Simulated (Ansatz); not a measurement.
# Ni2Ge: do energies and stresses tell the same story?

All numbers below come from DFT PBEsol, scalar-relativistic, plane waves, PAW in Ansatz.

Settings: cutoff 420 eV, Γ-centred mesh 12×12×8 on the computed 6-atom cell, Gaussian smearing of 0.10 eV; no spin polarisation.

Relaxed cell: P6_3/mmc, a = 3.972 Å, b = 3.972 Å, c = 5.014 Å, α = 90.00°, β = 90.00°, γ = 120.00°, 6 atoms in the primitive cell. Whether it is the stable form of this composition wasn't checked.

Energies at zero smearing and pressures from the stress tensor, at volumes with shape and atoms relaxed:
| V (Å³/atom) | E − E(first) (meV/atom) | P (GPa) |
| --- | --- | --- |
| 10.048 | 0.00 | 34.93 |
| 10.390 | -62.33 | 23.78 |
| 10.733 | -102.80 | 14.43 |
| 11.075 | -124.94 | 6.59 |
| 11.418 | -131.71 | 0.01 |
| 11.760 | -125.58 | -5.50 |
| 12.103 | -108.66 | -10.12 |
| 12.559 | -72.33 | -15.09 |

Q: Check P = −dE/dV between neighbouring volumes, and get the bulk modulus from the pressures alone.

A: With 1 eV/Å³ = 160.2 GPa:
```json
{"middle V (Å³/atom)": "10.219", "−ΔE/ΔV (GPa)": "29.153", "mean P (GPa)": "29.352"}
{"middle V (Å³/atom)": "10.561", "−ΔE/ΔV (GPa)": "18.930", "mean P (GPa)": "19.103"}
{"middle V (Å³/atom)": "10.904", "−ΔE/ΔV (GPa)": "10.358", "mean P (GPa)": "10.507"}
{"middle V (Å³/atom)": "11.246", "−ΔE/ΔV (GPa)": "3.166", "mean P (GPa)": "3.297"}
{"middle V (Å³/atom)": "11.589", "−ΔE/ΔV (GPa)": "-2.865", "mean P (GPa)": "-2.749"}
{"middle V (Å³/atom)": "11.932", "−ΔE/ΔV (GPa)": "-7.917", "mean P (GPa)": "-7.810"}
{"middle V (Å³/atom)": "12.331", "−ΔE/ΔV (GPa)": "-12.745", "mean P (GPa)": "-12.605"}
```

The two differ by 0.20 GPa at most. The mean of two end pressures misses the average over a step by about ΔV² P″/12, up to 0.16 GPa here; with that taken off 0.04 GPa remains. The stress is the derivative of the free energy, not of the energy at zero smearing, and with free energies 0.00 GPa remains. Around V = 11.418 Å³/atom, the two neighbours give B = −V ΔP/ΔV = 11.418 × 12.09 / 0.685 = 201.5 GPa, against B0 = 200.3 GPa from the Birch–Murnaghan fit of the energies.

A ferromagnetic start lost its moments in a first run, so spin was left out; other magnetic orders weren't tried.